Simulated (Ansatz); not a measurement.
# AlGaN2: the cost of one run

Method: DFT LDA, scalar-relativistic, plane waves, PAW, in Ansatz 0.2.0.

1 further run of the same task is left out (set aside as unsound or not needed).

## 1. The system as given

It takes space group P-4m2 (No. 115, tetragonal). Conventional cell: a = 3.115 Å, b = 3.115 Å, c = 4.384 Å, α = 90.00°, β = 90.00°, γ = 90.00°. Around Al (site symmetry -4m2) lie 4 N at 1.88 Å. Around Ga (site symmetry -4m2) lie 4 N at 1.93 Å. Around N (site symmetry 2mm) lie 2 Al at 1.88 Å and 2 Ga at 1.93 Å.

As a file:

```
Al Ga N
1.0
     3.11529    0.00000    0.00000
     0.00000    3.11529    0.00000
     0.00000    0.00000    4.38433
Al Ga N
1 1 2
Direct
  0.50000 0.50000 0.50000
  0.00000 0.00000 0.00000
  0.50000 0.00000 0.74005
  0.00000 0.50000 0.25995
```

It goes back to an entry of the Materials Project, which need not be the stable form.

It is the result of an earlier relaxation at this level (volume 10.64 Å³/atom; gap on the mesh: 3.05 eV).

## 2. The undisturbed cell

Contents of input.yaml:

```yaml
crystal:
  lattice:
    - [3.1152864669, 0.0, 0.0]
    - [0.0, 3.1152864669, 0.0]
    - [0.0, 0.0, 4.3843302008]
  atoms:
    - { symbol: Al, position: [0.5, 0.5, 0.5] }
    - { symbol: Ga, position: [0.0, 0.0, 0.0] }
    - { symbol: "N", position: [0.5, 0.0, 0.7400513254] }
    - { symbol: "N", position: [0.0, 0.5, 0.2599486746] }
basis:
  ecutwfc: 420
kpoints:
  mp_grid: { grid: [8, 8, 6] }
hamiltonian:
  xc: lda
scf:
  occupations: { method: gaussian, width: 0.05 }
output:
  forces: true
  stress: true
  eigenvalues: true
  write_density: true
  write_potential: true
  elf: true
  volumetric_format: npy
```

Launch:

```
$ ansatz run input.yaml --threads 1 --pin off --max-ram 2560MiB --backend cpu --events-out ev --progress --plain --runs-dir out
```

**Question.** How long does this run take on 1 thread of Intel Xeon Platinum 8488C (Sapphire Rapids), shared host, and how much memory does it need?

About 4.2 s, with a peak of 0.38 GiB.
